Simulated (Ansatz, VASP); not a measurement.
One calculation of Al, two programs

Contents of INCAR:

```
ALGO = Fast
DIPOL = 0.5 0.5 0.500
EDIFF = 1E-6
ENCUT = 520
GGA = PE
IDIPOL = 3
ISIF = 2
ISMEAR = 0
LASPH = True
LCHARG = False
LDIPOL = True
LREAL = False
LWAVE = False
NBANDS = 26
NELM = 100
PREC = Accurate
SIGMA = 0.1
```

Contents of KPOINTS:

```
k-points
0
Gamma
  12 9 1
```

POSCAR

```
Al
1.0
    2.8577415166      0.0000000000      0.0000000000
    0.0000000000      4.0414568106      0.0000000000
    0.0000000000      0.0000000000     27.8598368249
Al
10
Direct
    0.5000000000      0.5000000000      0.2692047354
    0.0000000000      0.0000000000      0.3204925720
    0.5000000000      0.5000000000      0.3717804085
    0.0000000000      0.0000000000      0.4230682451
    0.5000000000      0.5000000000      0.4743560817
    0.0000000000      0.0000000000      0.5256439183
    0.5000000000      0.5000000000      0.5769317549
    0.0000000000      0.0000000000      0.6282195915
    0.5000000000      0.5000000000      0.6795074280
    0.0000000000      0.0000000000      0.7307952646
```

Input for Ansatz:

```yaml
crystal:
  lattice:
    - [2.8577415166, 0.0, 0.0]
    - [0.0, 4.0414568106, 0.0]
    - [0.0, 0.0, 27.8598368249]
  atoms:
    - { symbol: Al, position: [0.5, 0.5, 0.2692047354] }
    - { symbol: Al, position: [0.0, 0.0, 0.320492572] }
    - { symbol: Al, position: [0.5, 0.5, 0.3717804085] }
    - { symbol: Al, position: [0.0, 0.0, 0.4230682451] }
    - { symbol: Al, position: [0.5, 0.5, 0.4743560817] }
    - { symbol: Al, position: [0.0, 0.0, 0.5256439183] }
    - { symbol: Al, position: [0.5, 0.5, 0.5769317549] }
    - { symbol: Al, position: [0.0, 0.0, 0.6282195915] }
    - { symbol: Al, position: [0.5, 0.5, 0.679507428] }
    - { symbol: Al, position: [0.0, 0.0, 0.7307952646] }
basis:
  ecutwfc: 420
kpoints:
  mp_grid: { grid: [12, 9, 1] }
hamiltonian:
  xc: pbe
scf:
  occupations: { method: gaussian, width: 0.1 }
output:
  forces: true
  stress: true
  eigenvalues: true
  write_density: true
  write_potential: true
  elf: true
  volumetric_format: npy
efield:
  axis: 3
  dipole_correction: true
```

Alike in both runs: task single point; functional PBE; k mesh 12 × 9 × 1; occupations gaussian, width 0.1 eV; no spin polarisation.

|  | VASP | Ansatz |
| --- | --- | --- |
| version | VASP 6.6.1 | Ansatz 0.2.0 |
| potentials or method | VASP PAW PBE potentials, release 64 (Al) | scalar-relativistic, plane waves, PAW |
| plane-wave cutoff (eV) | 520 | 420 |
| valence electrons in the cell | 30 | 30 |

|  | VASP | Ansatz | Ansatz less VASP |
| --- | --- | --- | --- |
| gap on the k mesh at the Fermi level (eV) | none | none | - |
| rms of the force components (eV/Å) | 0.079 | 0.079 | -0.0002 |
| work function, face that differs most (eV) | 4.00 | 4.12 | +0.119 |

Atom by atom the forces differ by 0.001 eV/Å (rms over components). A gap of «none» marks a metal or a gap that the smearing closes. Ansatz warned: «xc_potential_rough_in_thin_density».
